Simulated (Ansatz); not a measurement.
A run of Ansatz 0.2.0 is set up as follows.

input.yaml

```yaml
crystal:
  lattice:
    - [2.9217699809, 0.0, 0.0]
    - [-1.4608849905, 2.5303270275, 0.0]
    - [0.0, 0.0, 5.916515]
  atoms:
    - { symbol: Ta, position: [0.0, 0.0, 0.5] }
    - { symbol: Ta, position: [0.0, 0.0, 0.0] }
    - { symbol: "N", position: [0.3333333333, 0.6666666667, 0.25] }
    - { symbol: "N", position: [0.6666666667, 0.3333333333, 0.75] }
hamiltonian:
  xc: r2scan
  pseudopotentials: { kind: paw }
kpoints:
  mp_grid: { grid: [10, 10, 5] }
  band_path:
    path:
      - [[0.0, 0.0, 0.0], [0.5, 0.0, 0.0], [0.3333333333, 0.3333333333, 0.0], [0.0, 0.0, 0.0], [0.0, 0.0, 0.5], [0.5, 0.0, 0.5], [0.3333333333, 0.3333333333, 0.5], [0.0, 0.0, 0.5]]
      - [[0.5, 0.0, 0.5], [0.5, 0.0, 0.0]]
      - [[0.3333333333, 0.3333333333, 0.0], [0.3333333333, 0.3333333333, 0.5]]
    npoints: 14
scf:
  occupations: { method: fermi_dirac, width: 0.05 }
  n_extra_bands: 10
output:
  forces: true
  stress: true
  eigenvalues: true
  fatbands: false
```

Potentials or basis: Ansatz PAW.

The run is started by

```sh
$ ansatz run input.yaml --threads 2 --pin off --max-ram 5632MiB --backend cpu --events-out ev --progress --plain --runs-dir out
```

Estimate the pressure.

-5.9 GPa.

What does it give for the band gap on the k mesh?

None (metal or under the smearing width).

Levels at the corners of the path, in eV from the Fermi level:
| point | band 16 | band 17 | band 18 | band 19 | band 20 | band 21 |
| --- | --- | --- | --- | --- | --- | --- |
| Γ | -2.20 | -2.20 | -0.20 | -0.20 | 0.61 | 0.61 |
| M | -3.81 | -3.05 | -2.20 | 3.01 | 4.10 | 4.92 |
| K | -4.14 | 0.19 | 0.19 | 0.95 | 0.95 | 2.07 |
| Γ | -2.20 | -2.20 | -0.20 | -0.20 | 0.61 | 0.61 |
| A | -4.08 | -0.69 | -0.69 | 1.01 | 1.01 | 1.01 |
| L | -4.59 | -2.31 | -2.31 | 4.01 | 4.01 | 4.87 |
| H | -5.96 | -0.48 | -0.48 | 2.76 | 2.76 | 3.19 |
| A | -4.08 | -0.69 | -0.69 | 1.01 | 1.01 | 1.01 |
| L | -4.59 | -2.31 | -2.31 | 4.01 | 4.01 | 4.87 |
| M | -3.81 | -3.05 | -2.20 | 3.01 | 4.10 | 4.92 |
| K | -4.14 | 0.19 | 0.19 | 0.95 | 0.95 | 2.07 |
| H | -5.96 | -0.48 | -0.48 | 2.76 | 2.76 | 3.19 |

Caveat: spin-orbit coupling is left out, which moves the levels of the heavy elements; the PAW data sets come from PBE, with cores solved anew for the run's functional, which leaves a small shift of forces and pressure.
